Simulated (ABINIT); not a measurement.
O:

```xyz
2
Lattice="2.8514 -1.6624 0.0000 2.8514 1.6624 0.0000 -2.3945 0.0000 3.6471" Properties=species:S:1:pos:R:3 pbc="T T T"
O     3.5357    0.0000    3.0797
O    -0.2274    0.0000    0.5674
```

Base run:

- Program: ABINIT 10.8.3 (patched build)
- Functional: PBEsol
- Potentials or basis: PseudoDojo NC SR PBEsol v0.4.1 standard
- Cutoff: 980 eV
- k mesh: 8 × 8 × 5
- Occupations: fermi-dirac, width 0.05 eV
- Spin: no spin polarisation

Its results: band gap on the k mesh none (metal or under the smearing width); pressure -5.0 GPa; largest force 0.983 eV/Å.

Question: The run is repeated on the same cell with these changes: cutoff from 980 eV to 1143 eV. What comes out?

Answer: Band gap on the k mesh none (metal or under the smearing width); pressure -4.0 GPa; largest force 0.984 eV/Å.

Caveats: spin is off for a triplet molecule; the cutoff is short for stress, so the pressure is rough (some runs).
